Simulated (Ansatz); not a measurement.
# PbO: the cost of one run

Method: DFT PBE, scalar-relativistic, plane waves, PAW, in Ansatz 0.2.0.

## (1) The starting structure

It takes space group P4/nmm (No. 129, tetragonal). Conventional cell: a = 3.974 Å, b = 3.974 Å, c = 5.022 Å, α = 90.00°, β = 90.00°, γ = 90.00°. Around Pb (site symmetry 4mm) lie 4 O at 2.31 Å. O (site symmetry -4m2) is surrounded by 4 Pb at 2.31 Å.

As a file:

```cif
data_structure
_symmetry_space_group_name_H-M 'P 1'
_symmetry_Int_Tables_number 1
_cell_length_a 3.9744
_cell_length_b 3.9744
_cell_length_c 5.0220
_cell_angle_alpha 90.000
_cell_angle_beta 90.000
_cell_angle_gamma 90.000
_cell_volume 79.33
loop_
_atom_site_label
_atom_site_type_symbol
_atom_site_fract_x
_atom_site_fract_y
_atom_site_fract_z
_atom_site_occupancy
Pb1 Pb 0.00000 0.50000 0.23510 1
Pb2 Pb 0.50000 0.00000 0.76490 1
O1 O 0.00000 0.00000 0.00000 1
O2 O 0.50000 0.50000 0.00000 1
```

(A quick probe on a coarse mesh, which set the mesh and smearing, is not shown.)

## (3) Rough relaxation on the coarse mesh

input.yaml

```yaml
crystal:
  lattice:
    - [3.9744, 0.0, 0.0]
    - [0.0, 3.9744, 0.0]
    - [0.0, 0.0, 5.022]
  atoms:
    - { symbol: Pb, position: [0.0, 0.5, 0.2351] }
    - { symbol: Pb, position: [0.5, 0.0, 0.7649] }
    - { symbol: O, position: [0.0, 0.0, 0.0] }
    - { symbol: O, position: [0.5, 0.5, 0.0] }
basis:
  ecutwfc: 420
kpoints:
  mp_grid: { grid: [4, 4, 4] }
hamiltonian:
  xc: pbe
scf:
  occupations: { method: gaussian, width: 0.1 }
  lower_state_search: "off"
output:
  forces: true
  stress: true
  eigenvalues: true
relax:
  adjacent_minimum: "off"
  f_tol: 0.04
  max_steps: 70
  cell: { stress_tol: 0.4 }
```

The run is started by

```console
$ ansatz run input.yaml --threads 1 --pin off --max-ram 2560MiB --backend cpu --events-out ev --progress --plain --runs-dir out
```

What time and memory should one allow on 1 thread of Arm Neoverse V2, shared host?

About 20 s, with a peak of 0.35 GiB.
